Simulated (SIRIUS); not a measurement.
# Fe (Im-3m) in SIRIUS: convergence with smearing width

Aim: find how far smearing width must go before the results for Fe settle, at PBE. This setting moves, with any that are tied to it; all else stays.

Program: SIRIUS 7.10.0. These are calculated values, not measurements. Logs are shortened: lines on timing, memory, paths and dates and some standing lists are left out, and cuts for length are marked. The log counts tension as positive stress, the text compression.

## 1. Starting point

It takes space group Im-3m (No. 229, cubic). The conventional cell has a = 2.886 Å, b = 2.886 Å, c = 2.886 Å, α = 90.00°, β = 90.00°, γ = 90.00°. Fe (site symmetry m-3m) has 8 Fe at 2.50 Å as nearest neighbours.

## 2. With smearing width 0.4 eV

The input, sirius.json:

```json
{
  "control": {
    "processing_unit": "cpu",
    "verbosity": 2,
    "num_bands_to_print": 15,
    "print_forces": true,
    "print_stress": true
  },
  "parameters": {
    "electronic_structure_method": "pseudopotential",
    "xc_functionals": ["XC_GGA_X_PBE", "XC_GGA_C_PBE"],
    "gk_cutoff": 9.5,
    "pw_cutoff": 26.9,
    "ngridk": [9, 9, 9],
    "shiftk": [0, 0, 0],
    "smearing": "gaussian",
    "smearing_width": 0.0146997289,
    "num_bands": 15,
    "num_mag_dims": 1,
    "num_dft_iter": 100,
    "energy_tol": 1e-08,
    "density_tol": 1e-06
  },
  "iterative_solver": {
    "type": "davidson",
    "min_tolerance": 1e-10
  },
  "mixer": {
    "type": "anderson",
    "beta": 0.5,
    "max_history": 8
  },
  "settings": {
    "tol_ne": 1e-10,
    "smooth_initial_mag": true
  },
  "unit_cell": {
    "lattice_vectors": [
      [-2.726874797835, 2.726874797835, 2.726874797835],
      [2.726874797835, -2.726874797835, 2.726874797835],
      [2.726874797835, 2.726874797835, -2.726874797835]
    ],
    "atom_coordinate_units": "lattice",
    "atom_types": ["Fe"],
    "atom_files": {
      "Fe": "Fe.json"
    },
    "atoms": {
      "Fe": [
        [0.0, 0.0, 0.0, 0.0, 0.0, 3.0]
      ]
    }
  }
}
```

Potentials or basis: SSSP 1.3.0 PBE efficiency.

Started as:

```
$ upf_to_json Fe.pbe-spn-kjpaw_psl.0.2.1.UPF
$ OMP_NUM_THREADS=1 sirius.scf --input=sirius.json --output=out.json --task=0
```

Wall time 56 s (1 thread of Arm Neoverse V1, shared host); peak memory 0.37 GiB.

What came out:

```yaml
Free_energy: -4479.9665 eV
Pressure: -8.6 GPa
Band_gap_on_the_k_mesh: none (metal or under the smearing width)
Net_moment: 2.27 μB per cell
Absolute_moment: 2.39 μB per cell
```

## 3. With smearing width 0.3 eV

sirius.json, as its differences from that of step 2:

```diff
@@ -16,3 +16,3 @@
     "smearing": "gaussian",
-    "smearing_width": 0.0146997289,
+    "smearing_width": 0.0110247967,
     "num_bands": 15,
```

Potentials or basis: SSSP 1.3.0 PBE efficiency.

Started as:

```
$ upf_to_json Fe.pbe-spn-kjpaw_psl.0.2.1.UPF
$ OMP_NUM_THREADS=1 sirius.scf --input=sirius.json --output=out.json --task=0
```

Wall time 55 s (1 thread of Arm Neoverse V1, shared host); peak memory 0.37 GiB.

Results (log left out):

| Quantity | Value |
| --- | --- |
| Free energy | -4479.9485 eV |
| Pressure | -8.9 GPa |
| Band gap on the k mesh | none (metal or under the smearing width) |
| Net moment | 2.27 μB per cell |
| Absolute moment | 2.39 μB per cell |

## 4. With smearing width 0.2 eV

sirius.json, as its differences from that of step 3:

```diff
@@ -16,3 +16,3 @@
     "smearing": "gaussian",
-    "smearing_width": 0.0110247967,
+    "smearing_width": 0.0073498644,
     "num_bands": 15,
```

Started as:

```
$ upf_to_json Fe.pbe-spn-kjpaw_psl.0.2.1.UPF
$ OMP_NUM_THREADS=1 sirius.scf --input=sirius.json --output=out.json --task=0
```

Wall time 58 s (1 thread of Arm Neoverse V1, shared host); peak memory 0.37 GiB.

Results (log left out):

```
Free energy            : -4479.9343 eV
Pressure               : -9.4 GPa
Band gap on the k mesh : none (metal or under the smearing width)
Net moment             : 2.25 μB per cell
Absolute moment        : 2.37 μB per cell
```

## 5. With smearing width 0.136 eV

sirius.json, as its differences from that of step 4:

```diff
@@ -16,3 +16,3 @@
     "smearing": "gaussian",
-    "smearing_width": 0.0073498644,
+    "smearing_width": 0.0049979078,
     "num_bands": 15,
```

Started as:

```
$ upf_to_json Fe.pbe-spn-kjpaw_psl.0.2.1.UPF
$ OMP_NUM_THREADS=1 sirius.scf --input=sirius.json --output=out.json --task=0
```

It took 54 s on 1 thread of Arm Neoverse V1, shared host; peak memory 0.37 GiB.

The run converged. Its results:

- Free energy: -4479.9275 eV
- Pressure: -9.8 GPa
- Band gap on the k mesh: none (metal or under the smearing width)
- Net moment: 2.23 μB per cell
- Absolute moment: 2.36 μB per cell

## 6. With smearing width 0.1 eV

sirius.json, as its differences from that of step 5:

```diff
@@ -16,3 +16,3 @@
     "smearing": "gaussian",
-    "smearing_width": 0.0049979078,
+    "smearing_width": 0.0036749322,
     "num_bands": 15,
```

Potentials or basis: SSSP 1.3.0 PBE efficiency.

Started as:

```
$ upf_to_json Fe.pbe-spn-kjpaw_psl.0.2.1.UPF
$ OMP_NUM_THREADS=1 sirius.scf --input=sirius.json --output=out.json --task=0
```

Wall time 55 s (1 thread of Arm Neoverse V1, shared host); peak memory 0.37 GiB.

Results (log left out):

```yaml
Free_energy: -4479.9245 eV
Pressure: -10.1 GPa
Band_gap_on_the_k_mesh: none (metal or under the smearing width)
Net_moment: 2.21 μB per cell
Absolute_moment: 2.34 μB per cell
```

## 7. With smearing width 0.05 eV

sirius.json, as its differences from that of step 6:

```diff
@@ -16,3 +16,3 @@
     "smearing": "gaussian",
-    "smearing_width": 0.0036749322,
+    "smearing_width": 0.0018374661,
     "num_bands": 15,
```

Started as:

```
$ upf_to_json Fe.pbe-spn-kjpaw_psl.0.2.1.UPF
$ OMP_NUM_THREADS=1 sirius.scf --input=sirius.json --output=out.json --task=0
```

It took 56 s on 1 thread of Arm Neoverse V1, shared host; peak memory 0.37 GiB.

The run converged. Its results:

* Free energy: -4479.9218 eV
* Pressure: -11.1 GPa
* Band gap on the k mesh: none (metal or under the smearing width)
* Net moment: 2.16 μB per cell
* Absolute moment: 2.29 μB per cell

## 8. With smearing width 0.025 eV

sirius.json, as its differences from that of step 7:

```diff
@@ -16,3 +16,3 @@
     "smearing": "gaussian",
-    "smearing_width": 0.0018374661,
+    "smearing_width": 0.0009187331,
     "num_bands": 15,
```

Started as:

```
$ upf_to_json Fe.pbe-spn-kjpaw_psl.0.2.1.UPF
$ OMP_NUM_THREADS=1 sirius.scf --input=sirius.json --output=out.json --task=0
```

Run time: 5 min. Hardware: 1 thread of Arm Neoverse V1, shared host; peak memory 0.4 GiB.

The calculation stopped without meeting its thresholds.

## 9. With smearing width 0.01 eV

sirius.json, as its differences from that of step 8:

```diff
@@ -16,3 +16,3 @@
     "smearing": "gaussian",
-    "smearing_width": 0.0009187331,
+    "smearing_width": 0.0003674932,
     "num_bands": 15,
@@ -38,6 +38,7 @@
     "lattice_vectors": [
-      [-2.726874797835, 2.726874797835, 2.726874797835],
-      [2.726874797835, -2.726874797835, 2.726874797835],
-      [2.726874797835, 2.726874797835, -2.726874797835]
+      [-0.57735026919, 0.57735026919, 0.57735026919],
+      [0.57735026919, -0.57735026919, 0.57735026919],
+      [0.57735026919, 0.57735026919, -0.57735026919]
     ],
+    "lattice_vectors_scale": 4.7230856957,
     "atom_coordinate_units": "lattice",
```

Potentials or basis: SSSP 1.3.0 PBE efficiency.

Started as:

```
$ upf_to_json Fe.pbe-spn-kjpaw_psl.0.2.1.UPF
$ OMP_NUM_THREADS=1 sirius.scf --input=sirius.json --output=out.json --task=0
```

The log of the run:

```text
[info] SIRIUS version : 7.10.0
[info] number of MPI ranks           : 1
[info] MPI grid                      : 1 1
[info] maximum number of OMP threads : 1
[fft] FFT context for density and potential
[fft] =====================================
[fft]   comm size                             : 1
[fft]   plane wave cutoff                     : 26.9
[fft]   grid size                             : 45 45 45   total : 91125
[fft]   grid limits                           : -22 22   -22 22   -22 22
[fft]   number of G-vectors within the cutoff : 13282
[fft]   local number of G-vectors             : 13282
[fft]   number of G-shells                    : 694
[fft] FFT context for coarse grid
[fft] =====================================
[fft]   comm size                             : 1
[fft]   plane wave cutoff                     : 19
[fft]   grid size                             : 32 32 32   total : 32768
[fft]   grid limits                           : -15 16   -15 16   -15 16
[fft]   number of G-vectors within the cutoff : 4703
[fft]   local number of G-vectors             : 4703
[fft]   number of G-shells                    : 268
[unit cell] lattice vectors
[unit cell]   a1 :      -2.7268747978      2.7268747978      2.7268747978
[unit cell]   a2 :       2.7268747978     -2.7268747978      2.7268747978
[unit cell]   a3 :       2.7268747978      2.7268747978     -2.7268747978
[unit cell] reciprocal lattice vectors
[unit cell]   b1 :       0.0000000000      1.1520854042      1.1520854042
[unit cell]   b2 :       1.1520854042      0.0000000000      1.1520854042
[unit cell]   b3 :       1.1520854042      1.1520854042      0.0000000000
[unit cell] unit cell volume :        81.10648601 [a.u.^3]
[unit cell] 1/sqrt(omega)    :         0.11103815
[unit cell] MT volume        :         0.00000000 ( 0.00%)
[unit cell] IT volume        :        81.10648601 (100.00%)
[unit cell] number of atom types : 1
[unit cell] type id : 0 symbol : Fe mt_radius : 101.180238 num_atoms : 1
[unit cell] total number of atoms : 1
[unit cell] number of symmetry classes : 1
[unit cell] number of PAW atoms : 1
[unit cell] PAW atoms : 0
[unit cell] atom id  type id  class id             position                      vector_field
[unit cell] ------------------------------------------------------------------------------------------
[unit cell]      0        0        0      0.00000   0.00000   0.00000      0.00000   0.00000   3.00000
[unit cell] atom id         position (Cartesian, a.u.)
[unit cell] ---------------------------------------------
[unit cell]      0       0.000000    0.000000    0.000000
[unit cell] class id : 0 atom id : 0
[unit cell] minimum bond length:     4.723086
[unit cell] total number of pseudo wave-functions: 13
[sym] space group number   : 229
[sym] international symbol : Im-3m
[sym] Hall symbol          : -I 4 2 3
[... 465 lines left out ...]
[find] <rho|V^{H}>                    :      67.27152402
[find] one-electron contribution      :     -57.38107076 (Ha),    -114.76214153 (Ry)
[find] hartree contribution           :      33.63576201
[find] xc contribution                :     -17.40116875
[find] ewald contribution             :     -85.41314070
[find] PAW contribution               :     -38.07441191
[find] smearing (-TS)                 :      -0.00000166
[find] SCF correction                 :      -0.00000049
[find] Total energy                   :    -164.63403060 (Ha),    -329.26806119 (Ry)
[find] Free energy (E-TS)             :    -164.63403225 (Ha),    -329.26806451 (Ry)
[find] band gap (eV)                  :       0.00000000
[find] Efermi                         :       0.62359366
[find] iteration : 28, RMS : 8.809612764008e-07, energy difference : 6.536993168993e-12
[find] Hartree energy of density residual : 1.372443206817e-14
[find] bands are converged : true
[find] iterative solver converged : true
[find] converged after 29 SCF iterations!
[find] Charges and magnetic moments
[find] --------------------------------------------------------------------------------
[find] atom                moment                |moment|
[find] --------------------------------------------------------------------------------
[find]    0 [  0.00000,   0.00000,   0.65853]    0.658528
[find] total charge          : 16.000000
[find] total moment          : [  0.00000,   0.00000,   2.29904], magnitude : 2.299037
[find] Energy
[find] --------------------------------------------------------------------------------
[find] valence_eval_sum               :      -8.60111685
[find] <rho|V^{XC}>                   :     -17.73992456
[find] <rho|E^{XC}>                   :     -17.40116875
[find] <mag|B^{XC}>                   :      -0.12231588
[find] <rho|V^{H}>                    :      67.27152402
[find] one-electron contribution      :     -57.38107076 (Ha),    -114.76214153 (Ry)
[find] hartree contribution           :      33.63576201
[find] xc contribution                :     -17.40116875
[find] ewald contribution             :     -85.41314070
[find] PAW contribution               :     -38.07441191
[find] smearing (-TS)                 :      -0.00000166
[find] SCF correction                 :      -0.00000049
[find] Total energy                   :    -164.63403060 (Ha),    -329.26806119 (Ry)
[find] Free energy (E-TS)             :    -164.63403225 (Ha),    -329.26806451 (Ry)
[find] band gap (eV)                  :       0.00000000
[find] Efermi                         :       0.62359366
[ground_state] === stress tensor components [kbar] ===
[ground_state] === stress_kin ===
[ground_state] -76881.757625   -0.000000   -0.000000
[ground_state]    -0.000000-76881.757625    0.000000
[ground_state]    -0.000000    0.000000-76881.757625
[ground_state] === stress_har ===
[ground_state] -40670.736420   -0.000000   -0.000000
[ground_state]    -0.000000-40670.736420    0.000000
[ground_state]    -0.000000    0.000000-40670.736420
[ground_state] === stress_ewald ===
[ground_state] 103277.438197    0.000000    0.000000
[ground_state]     0.000000103277.438197   -0.000000
[ground_state]     0.000000   -0.000000103277.438197
[ground_state] === stress_vloc ===
[ground_state] -63945.837776   -0.000000   -0.000000
[ground_state]    -0.000000-63945.837776    0.000000
[ground_state]    -0.000000    0.000000-63945.837776
[ground_state] === stress_xc ===
[ground_state]  2451.124929    0.000000    0.000000
[ground_state]     0.000000 2451.124929   -0.000000
[ground_state]     0.000000   -0.000000 2451.124929
[ground_state] === stress_core ===
[ground_state] 15818.421883    0.000000    0.000000
[ground_state]     0.00000015818.421883   -0.000000
[ground_state]     0.000000   -0.00000015818.421883
[ground_state] === stress_nonloc ===
[ground_state] 62677.533066    0.000000    0.000000
[ground_state]     0.00000062677.533066   -0.000000
[ground_state]     0.000000   -0.00000062677.533066
[ground_state] === stress_us ===
[ground_state] -2643.043005   -0.000000   -0.000000
[ground_state]    -0.000000-2643.043005    0.000000
[ground_state]    -0.000000    0.000000-2643.043005
[ground_state] === stress_us_nl ===
[ground_state] 60034.490061    0.000000    0.000000
[ground_state]     0.00000060034.490061   -0.000000
[ground_state]     0.000000   -0.00000060034.490061
[ground_state] === stress_total ===
[ground_state]    83.143249    0.000000   -0.000000
[ground_state]     0.000000   83.143249    0.000000
[ground_state]    -0.000000    0.000000   83.143249
[ground_state] ==== total Forces in Ha/bohr =====
[ground_state] atom:    0, force:       0.0000000      0.0000000      0.0000000
[ground_state] ==== ultrasoft contribution from Qij =====
[ground_state] atom:    0, force:       0.0000000      0.0000000      0.0000000
[ground_state] ==== non-local contribution from Beta-projector =====
[ground_state] atom:    0, force:       0.0000000      0.0000000      0.0000000
[ground_state] ==== contribution from local potential =====
[ground_state] atom:    0, force:       0.0000000      0.0000000      0.0000000
[ground_state] ==== contribution from core density =====
[ground_state] atom:    0, force:       0.0000000      0.0000000      0.0000000
[ground_state] ==== Ewald forces from ions =====
[ground_state] atom:    0, force:       0.0000000      0.0000000      0.0000000
[~DFT_ground_state] local op. applied: 54851
[~DFT_ground_state] evp. work count: 13934.9
[~DFT_ground_state] number of iterative solver steps: 2721
```

Run time: 56 s. Hardware: 1 thread of Arm Neoverse V1, shared host; peak memory 0.37 GiB.

What came out:

```yaml
Free_energy: -4479.9202 eV
Pressure: -8.3 GPa
Band_gap_on_the_k_mesh: none (metal or under the smearing width)
Net_moment: 2.30 μB per cell
Absolute_moment: 2.44 μB per cell
```

## 10. The series at a glance

| smearing width | energy less the tightest run, at zero smearing (meV/atom) | pressure (GPa) | absolute moment (μB) | SCF cycles | CPU time (s) | peak memory (GiB) |
| --- | --- | --- | --- | --- | --- | --- |
| 0.4 eV | -6.41 | -8.62 | 2.39 | 28 | 56 | 0.37 |
| 0.3 eV | -4.03 | -8.93 | 2.39 | 27 | 55 | 0.37 |
| 0.2 eV | -1.96 | -9.38 | 2.37 | 30 | 58 | 0.37 |
| 0.136 eV | -1.06 | -9.81 | 2.36 | 27 | 54 | 0.37 |
| 0.1 eV | -0.72 | -10.12 | 2.34 | 28 | 55 | 0.37 |
| 0.05 eV | -0.83 | -11.10 | 2.29 | 27 | 56 | 0.37 |
| 0.025 eV | not converged | - | - | - | - | - |
| 0.01 eV | 0.00 | -8.31 | 2.44 | 29 | 56 | 0.37 |

Against the tightest run, the energy stays within 1 meV/atom from 0.1 eV on. Not settled before the last step: the pressure (to 0.1 GPa), the absolute moment (to 0.02 μB). Narrower smearing needs a denser k mesh, so at a fixed mesh the narrowest width isn't the most accurate. The tightest run that finished is the yardstick and may itself not be fully converged.
